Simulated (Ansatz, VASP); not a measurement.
**One calculation of LiF, two programs**

Contents of INCAR:

```
ALGO = Normal
EDIFF = 1E-6
ENCUT = 520
GGA = PE
ISIF = 2
ISMEAR = 0
LASPH = True
LCHARG = True
LELF = True
LREAL = False
LVHAR = True
LWAVE = False
NBANDS = 12
NELM = 60
PREC = Accurate
SIGMA = 0.05
```

File KPOINTS:

```
k-points
0
Gamma
  10 10 10
```

The input POSCAR:

```
LiF
1.0
    0.0000000000      2.0140000000      2.0140000000
    2.0140000000      0.0000000000      2.0140000000
    2.0140000000      2.0140000000      0.0000000000
Li F
1 1
Direct
   -0.0131660895      0.0000000000      0.0000000000
    0.5000000000      0.5000000000      0.5000000000
```

Input for Ansatz:

```yaml
crystal:
  lattice:
    - [0.0, 2.014, 2.014]
    - [2.014, 0.0, 2.014]
    - [2.014, 2.014, 0.0]
  atoms:
    - { symbol: Li, position: [-0.0131660895, 0.0, 0.0] }
    - { symbol: F, position: [0.5, 0.5, 0.5] }
basis:
  ecutwfc: 420
kpoints:
  mp_grid: { grid: [10, 10, 10] }
hamiltonian:
  xc: pbe
scf:
  occupations: { method: gaussian, width: 0.05 }
output:
  forces: true
  stress: true
  eigenvalues: true
```

Change from the starting cell: all Li atoms moved +0.037 Å, as atom 1 towards its neighbour atom 1 (Li) at 2.848 Å.

Alike in both runs: task single point; functional PBE; k mesh 10 × 10 × 10; occupations gaussian, width 0.05 eV; no spin polarisation.

|  | VASP | Ansatz |
| --- | --- | --- |
| version | VASP 6.6.1 | Ansatz 0.2.0 |
| potentials or method | VASP PAW PBE potentials, release 64 (Li_sv, F) | scalar-relativistic, plane waves, PAW |
| plane-wave cutoff (eV) | 520 | 420 |
| valence electrons in the cell | 10 | 10 |

Ansatz gave:

| Property | Result |
| --- | --- |
| gap on the k mesh at the Fermi level (eV) | 9.09 |
| least direct gap on the mesh (eV) | 9.09 |
| rms of the force components (eV/Å) | 0.034 |

Question: Estimate VASP's values.

Answer: gap on the k mesh at the Fermi level (eV): 9.08; least direct gap on the mesh (eV): 9.08; rms of the force components (eV/Å): 0.036.

Atom by atom the forces differ by 0.002 eV/Å (rms over components).

 A k mesh can miss the band edges.
